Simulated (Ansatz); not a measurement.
# InP: the cost of one run

Program: Ansatz 0.2.0. Level of theory: DFT PBE, scalar-relativistic, plane waves, PAW. These are calculated values, not measurements.

3 further runs of the same task are left out: 3 set aside as unsound or not needed.

## (1) Starting point

Symmetry: F-43m, No. 216, cubic system. The conventional cell has a = 5.960 Å, b = 5.960 Å, c = 5.960 Å, α = 90.00°, β = 90.00°, γ = 90.00°. In (site symmetry -43m) is surrounded by 4 P at 2.58 Å. P (site symmetry -43m) has 4 In at 2.58 Å as nearest neighbours.

Structure file:

```
CELL_PARAMETERS angstrom
2.97989 2.97989 0.00000
-2.97989 2.97989 0.00000
0.00000 0.00000 5.95979
ATOMIC_POSITIONS crystal
In 0.00000 0.00000 0.00000
In 0.50000 0.50000 0.50000
P 0.50000 0.00000 0.75000
P 0.00000 0.50000 0.25000
```

It goes back to an entry of the Materials Project.

The unstrained cell was computed beforehand with the same settings: E(σ→0) = -12708.0160 eV for 4 atoms, gap 0.44 eV over the zone.

## (2) The cell strained by -2.0 %

Input file input.yaml:

```yaml
crystal:
  lattice:
    - [2.9202961325, 2.9202961325, 0.0]
    - [-2.9202961325, 2.9202961325, 0.0]
    - [0.0, 0.0, 6.0313054818]
  atoms:
    - { symbol: In, position: [0.0, 0.0, 0.0] }
    - { symbol: In, position: [0.5, 0.5, 0.5] }
    - { symbol: P, position: [0.5, 0.0, 0.75] }
    - { symbol: P, position: [0.0, 0.5, 0.25] }
basis:
  ecutwfc: 420
kpoints:
  mp_grid: { grid: [8, 8, 6] }
hamiltonian:
  xc: pbe
scf:
  occupations: { method: gaussian, width: 0.02 }
output:
  forces: true
  stress: true
  eigenvalues: true
relax:
  adjacent_minimum: "off"
  f_tol: 0.008
  max_steps: 40
  cell: { stress_tol: 0.015, fix: [a, b, gamma] }
```

On the command line:

```sh
ansatz run input.yaml --threads 1 --pin off --max-ram 2560MiB --backend cpu --events-out ev --progress --plain --runs-dir out
```

What time and memory should one allow on 1 thread of Arm Neoverse V2, shared host?

About 62 s, with a peak of 0.4 GiB.
